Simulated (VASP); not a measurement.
# Hf (Im-3m) in VASP: settings compared, part 2 of 2

VASP 6.6.1. Earlier steps stand in the parts before.

### 3 Single point, PBE (cell strained at random at fixed volume)

File INCAR:

```
  ALGO = Normal
  EDIFF = 1E-7
  ENCUT = 520
  GGA = PE
  ISIF = 2
  ISMEAR = -1
  LASPH = True
  LCHARG = True
  LELF = True
  LREAL = False
  LVHAR = True
  LWAVE = False
  NBANDS = 11
  NELM = 60
  PREC = Accurate
  SIGMA = 0.05
```

File KPOINTS:

```
k-points
0
Gamma
  10 10 10
```

File POSCAR:

```
Hf
1.0
   -1.7353850000      1.7880950000      1.8403380000
    1.7684040000     -1.7610630000      1.8463250000
    1.7817980000      1.8074760000     -1.8133060000
Hf
1
Direct
   -0.0165250000     -0.0068030000     -0.0104090000
```

Potentials or basis: VASP PAW PBE potentials, release 64 (Hf_pv).

On the command line:

```console
$ cat potpaw_PBE.64/Hf_pv/POTCAR > POTCAR
$ mpirun -np 1 vasp_std > vasp.out
```

OUTCAR:

```text
EDIFF = 1E-7
   ENCUT = 520
   GGA = PE
   ISIF = 2
   ISMEAR = -1
   LASPH = True
   LREAL = False
   NELM = 60
   PREC = Accurate

 ion  position               nearest neighbor table
   1  0.983  0.993  0.990-

  LATTYP: Found a triclinic cell.
 ALAT       =     3.1888002125
 B/A-ratio  =     1.6052793777
 C/A-ratio  =     0.9735430184
 COS(alpha) =     0.0036106938
 COS(beta)  =     0.3472396574
 COS(gamma) =     0.8160743891

  Lattice vectors:

 A1 = (  -1.8148170000,  -1.8345080000,  -1.8733570000)
 A2 = (  -3.5966150000,  -3.6419840000,  -0.0600510000)
 A3 = (  -1.7684040000,   1.7610630000,  -1.8463250000)

Analysis of symmetry for initial positions (statically):
=====================================================================
 Subroutine PRICEL returns:
 Original cell was already a primitive cell.

 Routine SETGRP: Setting up the symmetry group for a
 triclinic supercell.

 Subroutine GETGRP returns: Found  2 space group operations
 (whereof  1 operations were pure point group operations)
 out of a pool of  2 trial point group operations.

The static configuration has the point symmetry C_1 .
[... 188 lines left out ...]

 val. band max:        4.2479871478   @ k =  -0.1000  -0.4000   0.1000
 cond. band min:       4.2532072904   @ k =   0.3000   0.1000   0.5000
 fundamental gap:      0.0052201426
 Fermi energy:         4.2488401706

 k-point     1 :       0.0000    0.0000    0.0000
  band No.  band energies     occupation
      1     -25.8164      2.00000
      2     -25.7849      2.00000
      3     -25.7807      2.00000
      4      -2.6283      2.00000
      5       5.4218      0.00000
      6       5.7065      0.00000
      7       6.0466      0.00000
      8       8.1364      0.00000
      9       8.6147      0.00000
     10      16.9449      0.00000
     11      17.2339      0.00000
[... 533 lines left out ...]
 k-point    40 :       0.3000    0.4000    0.0000
  band No.  band energies     occupation
      1     -26.3491      2.00000
      2     -26.1914      2.00000
      3     -25.8746      2.00000
      4       2.5752      2.00000
      5       3.4278      2.00000
      6       4.1183      1.86304
      7       8.4123      0.00000
      8       9.0470      0.00000
      9      11.4369      0.00000
     10      13.3404      0.00000
     11      15.2784      0.00000

 [... further k-points ...]
[... 5 lines left out ...]
  --------------------------------------------------------------------------------------
  -------------------------------------------------------------------------------------
  Total       -0.8791248     -0.7832595     -0.6178328     -0.1740803     -0.1137158     -0.1380610
  in kB      -59.8782902    -53.3487834    -42.0813689    -11.8568270     -7.7453271     -9.4035046
  external PRESSURE =     -51.7694808 kB  Pullay stress =       0.0000000 kB

 VOLUME and BASIS-vectors are now :
 -----------------------------------------------------------------------------
  energy-cutoff  :      520.00
  volume of cell :       23.52
      direct lattice vectors                 reciprocal lattice vectors
    -1.735385000  1.788095000  1.840338000    -0.006114966  0.276174409  0.269277762
     1.768404000 -1.761063000  1.846325000     0.279247765 -0.005625424  0.268788220
     1.781798000  1.807476000 -1.813306000     0.278126541  0.274563642 -0.004504199

 POSITION                                       TOTAL-FORCE (eV/Angst)
 -----------------------------------------------------------------------------------
      1.81292      1.79813      1.84926         0.000000      0.000000      0.000000
 -----------------------------------------------------------------------------------
    total drift:                                0.000001     -0.000003     -0.000001

  FREE ENERGIE OF THE ION-ELECTRON SYSTEM (eV)
  ---------------------------------------------------
  free  energy   TOTEN  =        -9.7299701643 eV

  energy  without entropy=       -9.7143709707  energy(sigma->0) =       -9.72217057
```

stdout:

```text
POSCAR found type information on POSCAR Hf
 POSCAR found :  1 types and       1 ions
 scaLAPACK will be used
 LDA part: xc-table for (Slater+PW92), standard interpolation
 POSCAR, INCAR and KPOINTS ok, starting setup
 FFT: planning ... GRIDC
 FFT: planning ... GRID_SOFT
 FFT: planning ... GRID
 WAVECAR not read
 entering main loop
```

Wall time 59 s (1 thread of Intel Xeon Platinum 8488C (Sapphire Rapids), shared host); peak memory 0.24 GiB.

Results:

```yaml
Free_energy: -9.7300 eV
Pressure: -5.2 GPa
Band_gap_on_the_k_mesh: none (metal or under the smearing width)
```

Levels at points of the mesh, in eV from the Fermi level:
| k point | band 1 | band 2 | band 3 | band 4 | band 5 | band 6 | band 7 | band 8 | band 9 | band 10 |
| --- | --- | --- | --- | --- | --- | --- | --- | --- | --- | --- |
| (0.00, 0.00, 0.00) | -30.07 | -30.03 | -30.03 | -6.88 | 1.17 | 1.46 | 1.80 | 3.89 | 4.37 | 12.70 |
| (0.50, 0.00, 0.00) | -30.73 | -30.24 | -30.03 | -3.29 | -0.26 | 0.71 | 3.74 | 4.87 | 6.99 | 9.34 |
| (0.00, 0.50, 0.00) | -30.72 | -30.25 | -30.04 | -3.27 | -0.41 | 0.76 | 3.90 | 5.03 | 7.00 | 9.35 |
| (0.50, 0.50, 0.00) | -30.75 | -30.31 | -30.06 | -3.15 | -0.60 | 1.17 | 4.06 | 4.87 | 7.33 | 9.82 |
| (0.00, 0.00, 0.50) | -30.71 | -30.25 | -30.05 | -3.25 | -0.69 | 0.85 | 4.34 | 5.18 | 7.05 | 9.37 |
| (0.50, 0.00, 0.50) | -30.75 | -30.29 | -30.05 | -3.20 | -0.35 | 0.98 | 3.71 | 4.81 | 7.22 | 9.64 |
| (0.00, 0.50, 0.50) | -30.75 | -30.27 | -30.04 | -3.23 | -0.22 | 0.88 | 3.60 | 4.69 | 7.18 | 9.56 |
| (0.50, 0.50, 0.50) | -30.57 | -30.55 | -30.47 | -2.42 | -2.32 | 6.05 | 6.36 | 6.47 | 6.65 | 6.92 |

Spin-orbit coupling is left out, which matters for the levels of Hf.

### 4 Single point, PBEsol

File INCAR:

```
SYSTEM = Hf
PREC = Accurate
ENCUT = 520
EDIFF = 1E-7
ISMEAR = -1
SIGMA = 0.05
LREAL = .False.
LASPH = .True.
NELM = 60
ALGO = Normal
ISIF = 2
LWAVE = .False.
LCHARG = .False.
GGA = PS
NBANDS = 11
```

File KPOINTS:

```
Automatic mesh
0
Gamma
  10 10 10
  0 0 0
```

File POSCAR:

```
Hf
1.0
   -1.8050000000      1.8050000000      1.8050000000
    1.8050000000     -1.8050000000      1.8050000000
    1.8050000000      1.8050000000     -1.8050000000
Hf
1
Direct
    0.0000000000      0.0000000000      0.0000000000
```

On the command line:

```console
$ cat potpaw_PBE.64/Hf_pv/POTCAR > POTCAR
$ mpirun -np 1 vasp_std > vasp.out
```

Wall time 3.7 s (1 thread of Intel Xeon 6975P-C (Granite Rapids), shared host); peak memory 0.14 GiB.

Results (log left out):

- Free energy: -10.2721 eV
- Pressure: -9.3 GPa
- Band gap on the k mesh: none (metal or under the smearing width)

Levels at points of the mesh, in eV from the Fermi level:
```
           k point  band 1  band 2  band 3  band 4  band 5  band 6  band 7  band 8  band 9  band 10
(0.00, 0.00, 0.00)  -29.99  -29.99  -29.99   -6.88    1.46    1.46    1.46    4.11    4.11    13.08
(0.50, 0.00, 0.00)  -30.68  -30.21  -29.99   -3.24   -0.43    0.91    3.91    4.86    7.17     9.48
(0.50, 0.50, 0.50)  -30.48  -30.48  -30.48   -2.36   -2.36    6.40    6.40    6.40    6.84     6.84
```

Caveat: the PAW data sets were made with another functional, which shifts forces and pressure a little. Spin-orbit coupling is left out, which matters for the levels of Hf.

### 5 Single point, PBEsol (cell strained at random at fixed volume)

INCAR is that of step 4.

KPOINTS is that of step 4.

File POSCAR:

```
Hf
1.0
   -1.7353850000      1.7880950000      1.8403380000
    1.7684040000     -1.7610630000      1.8463250000
    1.7817980000      1.8074760000     -1.8133060000
Hf
1
Direct
   -0.0165250000     -0.0068030000     -0.0104090000
```

Potentials or basis: VASP PAW PBE potentials, release 64 (Hf_pv).

On the command line:

```console
$ cat potpaw_PBE.64/Hf_pv/POTCAR > POTCAR
$ mpirun -np 1 vasp_std > vasp.out
```

OUTCAR:

```text
SYSTEM = Hf
   PREC = Accurate
   ENCUT = 520
   EDIFF = 1E-7
   ISMEAR = -1
   LREAL = .False.
   LASPH = .True.
   NELM = 60
   ISIF = 2
   GGA = PS

 ion  position               nearest neighbor table
   1  0.983  0.993  0.990-

  LATTYP: Found a triclinic cell.
 ALAT       =     3.1888002125
 B/A-ratio  =     1.6052793777
 C/A-ratio  =     0.9735430184
 COS(alpha) =     0.0036106938
 COS(beta)  =     0.3472396574
 COS(gamma) =     0.8160743891

  Lattice vectors:

 A1 = (  -1.8148170000,  -1.8345080000,  -1.8733570000)
 A2 = (  -3.5966150000,  -3.6419840000,  -0.0600510000)
 A3 = (  -1.7684040000,   1.7610630000,  -1.8463250000)

Analysis of symmetry for initial positions (statically):
=====================================================================
 Subroutine PRICEL returns:
 Original cell was already a primitive cell.

 Routine SETGRP: Setting up the symmetry group for a
 triclinic supercell.

 Subroutine GETGRP returns: Found  2 space group operations
 (whereof  1 operations were pure point group operations)
 out of a pool of  2 trial point group operations.

The static configuration has the point symmetry C_1 .
 The point group associated with its full space group is S_2 .

Analysis of symmetry for dynamics (positions and initial velocities):
=====================================================================
 Subroutine PRICEL returns:
 Original cell was already a primitive cell.

 Routine SETGRP: Setting up the symmetry group for a
 triclinic supercell.

 Subroutine GETGRP returns: Found  2 space group operations
 (whereof  1 operations were pure point group operations)
 out of a pool of  2 trial point group operations.

The dynamic configuration has the point symmetry C_1 .
 The point group associated with its full space group is S_2 .

 Subroutine INISYM returns: Found  2 space group operations
 (whereof  1 operations are pure point group operations),
 and found     1 'primitive' translations

----------------------------------------------------------------------------------------

                                     Primitive cell

  volume of cell :      23.5229

  direct lattice vectors                    reciprocal lattice vectors
    -1.735385000  1.788095000  1.840338000    -0.006114966  0.276174409  0.269277762
     1.768404000 -1.761063000  1.846325000     0.279247765 -0.005625424  0.268788220
     1.781798000  1.807476000 -1.813306000     0.278126541  0.274563642 -0.004504199

  length of vectors
     3.097690879  3.104434184  3.119271109     0.385772226  0.387631354  0.390845052

  position of ions in fractional coordinates (direct lattice)
     0.983475000  0.993197000  0.989591000

  ion indices of the primitive-cell ions
   primitive index   ion index
                 1           1

----------------------------------------------------------------------------------------

 KPOINTS: Automatic mesh

Automatic generation of k-mesh.
 Grid dimensions read from file:
 generate k-points for:   10   10   10

 Generating k-lattice:

  Cartesian coordinates                     Fractional coordinates (reciprocal lattice)
    -0.000611497  0.027617441  0.026927776     0.100000000  0.000000000 -0.000000000
     0.027924777 -0.000562542  0.026878822    -0.000000000  0.100000000  0.000000000
     0.027812654  0.027456364 -0.000450420     0.000000000 -0.000000000  0.100000000

  Length of vectors
     0.038577223  0.038763135  0.039084505

  Shift w.r.t. Gamma in fractional coordinates (k-lattice)
     0.000000000  0.000000000  0.000000000

 Subroutine IBZKPT returns following result:
 ===========================================

 Found    504 irreducible k-points:

 Following reciprocal coordinates:
            Coordinates               Weight
  0.000000  0.000000  0.000000      1.000000
  0.100000  0.000000  0.000000      2.000000
  0.200000  0.000000  0.000000      2.000000
  0.300000 -0.000000  0.000000      2.000000
  0.400000  0.000000  0.000000      2.000000
  0.500000 -0.000000  0.000000      1.000000
[... 16 lines left out ...]
 -0.400000  0.200000 -0.000000      2.000000
 -0.300000  0.200000 -0.000000      2.000000
 [... further k-points ...]
   k-points           NKPTS =    504   k-points in BZ     NKDIM =    504   number of bands    NBANDS=     11
   number of dos      NEDOS =    301   number of ions     NIONS =      1
   total plane-waves  NPLWV =  13824
   dimension x,y,z NGX =    24 NGY =   24 NGZ =   24
   dimension x,y,z NGXF=    48 NGYF=   48 NGZF=   48
   ions per type =               1
   NGX,Y,Z   is equivalent  to a cutoff of  12.88, 12.85, 12.79 a.u.
   NGXF,Y,Z  is equivalent  to a cutoff of  25.76, 25.70, 25.58 a.u.
 SYSTEM =  Hf
   PREC   = accura    normal or accurate (medium, high low for compatibility)
   ISTART =      0    job   : 0-new  1-cont  2-samecut
   ICHARG =      2    charge: 1-file 2-atom 10-const
   ISPIN  =      1    spin polarized calculation?
   LNONCOLLINEAR =      F non collinear calculations
   LSORBIT =      F    spin-orbit coupling
   LASPH  =      T    aspherical Exc in radial PAW
   ENCUT  =  520.0 eV  38.22 Ry    6.18 a.u.   5.76  5.77  5.80*2*pi/ulx,y,z
   NELM   =     60;   NELMIN=  2; NELMDL= -5     # of ELM steps
   EDIFF  = 0.1E-06   stopping-criterion for ELM
   LREAL  =      F    real-space projection
[... 7 lines left out ...]
   TEBEG  =    0.0;   TEEND  =   0.0 temperature during run
   PSTRESS=    0.0 pullay stress
   NELECT =      10.0000    total number of electrons
   NUPDOWN=      -1.0000    fix difference up-down
   EMIN   =  10.00;   EMAX   =-10.00  energy-range for DOS
   EFERMI =   0.00;   METHOD = LEGACY
   ISMEAR =    -1;   SIGMA  =   0.05  broadening in eV -4-tet -1-fermi 0-gaus
   EFERMI_NEDOS =   21; number of points for ismear=-14 and -15
   IALGO  =     38    algorithm
   IMIX   =      4    mixing-type and parameters
     AMIX     =   0.40;   BMIX     =  1.00
     AMIX_MAG =   1.60;   BMIX_MAG =  1.00
  volume/ion in A,a.u.               =      23.52       158.74
  Fermi-wavevector in a.u.,A,eV,Ry     =   1.230961  2.326179 20.616428  1.515265
  Thomas-Fermi vector in A             =   2.365789
   LORBIT       =      0    0 simple, 1 ext, 2 COOP (PROOUT), +10 PAW based schemes
   GGA     = PS    functional components
   LHFCALC =     F    Hartree Fock is set to
   AEXX    =    0.0000 exact exchange contribution
   IVDW    =     0    specifies the selected vdW correction
   LEPSILON=     F    determine dielectric tensor
   LRPA    =     F    only Hartree local field effects (RPA)
 non-spin polarized calculation
  energy-cutoff  :      520.00
  volume of cell :       23.52
 maximum number of plane-waves:       648
   NGX = 11   NGY = 11   NGZ = 11

 number of electron      10.0000000 magnetization

 Free energy of the ion-electron system (eV)
  ---------------------------------------------------
  ext. energy  EPLUGINS =         0.00000000
  ---------------------------------------------------
  free energy    TOTEN  =       -10.27068118 eV

  energy without entropy =      -10.25508800  energy(sigma->0) =      -10.26288459

 E-fermi :   4.0937     XC(G=0): -11.1644

 val. band max:        4.0933315540   @ k =  -0.0000   0.2000   0.2000
 cond. band min:       4.0957516338   @ k =  -0.4000  -0.1000   0.1000
 fundamental gap:      0.0024200798
 Fermi energy:         4.0936574416

 k-point     1 :       0.0000    0.0000    0.0000
  band No.  band energies     occupation
      1     -25.9204      2.00000
      2     -25.8880      2.00000
      3     -25.8837      2.00000
      4      -2.7898      2.00000
      5       5.2473      0.00000
      6       5.5314      0.00000
      7       5.8712      0.00000
      8       7.9749      0.00000
      9       8.4527      0.00000
     10      16.8275      0.00000
     11      17.1136      0.00000

 k-point     2 :       0.1000    0.0000    0.0000
  band No.  band energies     occupation
      1     -25.9784      2.00000
      2     -25.9145      2.00000
      3     -25.8875      2.00000
      4      -2.4555      2.00000
      5       5.1916      0.00000
      6       5.3391      0.00000
      7       6.1314      0.00000
      8       7.7209      0.00000
      9       8.4066      0.00000
     10      17.1428      0.00000
     11      17.3035      0.00000
[... 295 lines left out ...]
 k-point    24 :      -0.3000    0.2000   -0.0000
  band No.  band energies     occupation
      1     -26.2889      2.00000
      2     -26.0297      2.00000
      3     -25.9240      2.00000
      4      -0.5845      2.00000
      5       4.3251      0.01933
      6       4.6250      0.00005
      7       7.4722      0.00000
      8       7.8251      0.00000
      9       8.4994      0.00000
     10      17.0003      0.00000
     11      17.1912      0.00000

 [... further k-points ...]
[... 5 lines left out ...]
  --------------------------------------------------------------------------------------
  -------------------------------------------------------------------------------------
  Total       -1.4758280     -1.3770300     -1.2215962     -0.1608707     -0.1059231     -0.1302827
  in kB     -100.5204946    -93.7912406    -83.2044497    -10.9571028     -7.2145549     -8.8737210
  external PRESSURE =     -92.5053950 kB  Pullay stress =       0.0000000 kB

 VOLUME and BASIS-vectors are now :
 -----------------------------------------------------------------------------
  energy-cutoff  :      520.00
  volume of cell :       23.52
      direct lattice vectors                 reciprocal lattice vectors
    -1.735385000  1.788095000  1.840338000    -0.006114966  0.276174409  0.269277762
     1.768404000 -1.761063000  1.846325000     0.279247765 -0.005625424  0.268788220
     1.781798000  1.807476000 -1.813306000     0.278126541  0.274563642 -0.004504199

 POSITION                                       TOTAL-FORCE (eV/Angst)
 -----------------------------------------------------------------------------------
      1.81292      1.79813      1.84926         0.000000     -0.000000     -0.000000
 -----------------------------------------------------------------------------------
    total drift:                                0.000001     -0.000003     -0.000001

  FREE ENERGIE OF THE ION-ELECTRON SYSTEM (eV)
  ---------------------------------------------------
  free  energy   TOTEN  =       -10.2706811795 eV

  energy  without entropy=      -10.2550879969  energy(sigma->0) =      -10.26288459
```

stdout:

```text
POSCAR found type information on POSCAR Hf
 POSCAR found :  1 types and       1 ions
 scaLAPACK will be used
 -----------------------------------------------------------------------------
|                                                                             |
|                                                                             |
|     You enforced a specific xc type in the INCAR file but a different       |
|     I HOPE YOU KNOW WHAT YOU ARE DOING!                                     |
|                                                                             |
 -----------------------------------------------------------------------------

 LDA part: xc-table for (Slater+PW92), standard interpolation
 POSCAR, INCAR and KPOINTS ok, starting setup
 FFT: planning ... GRIDC
 FFT: planning ... GRID_SOFT
 FFT: planning ... GRID
 WAVECAR not read
 entering main loop
```

Wall time 26 s (1 thread of Intel Xeon 6975P-C (Granite Rapids), shared host); peak memory 0.24 GiB.

What came out:

| Quantity | Value |
| --- | --- |
| Free energy | -10.2707 eV |
| Pressure | -9.3 GPa |
| Band gap on the k mesh | none (metal or under the smearing width) |

Caveat: the PAW data sets were made with another functional, which shifts forces and pressure a little. The run has no spin-orbit coupling, so splittings on Hf are missing.

### 6 The runs side by side

```csv
level,cell,ladder,gap on the mesh (eV),pressure (GPa)
PBE,as given,-,none,-5.3
PBE,cell strained at random at fixed volume,-,none,-5.2
PBEsol,as given,free,none,-9.3
PBEsol,cell strained at random at fixed volume,free,none,-9.3
```

Alike in all rows: task single point; potentials or basis VASP PAW PBE potentials, release 64 (Hf_pv); no spin polarisation; k mesh 10 × 10 × 10; cutoff (eV) 520; smearing fermi-dirac 0.05 eV.

Caveats: the PAW data sets were made with another functional, which shifts forces and pressure a little (some runs).

Absolute energies hang on the potentials; compare differences alone.
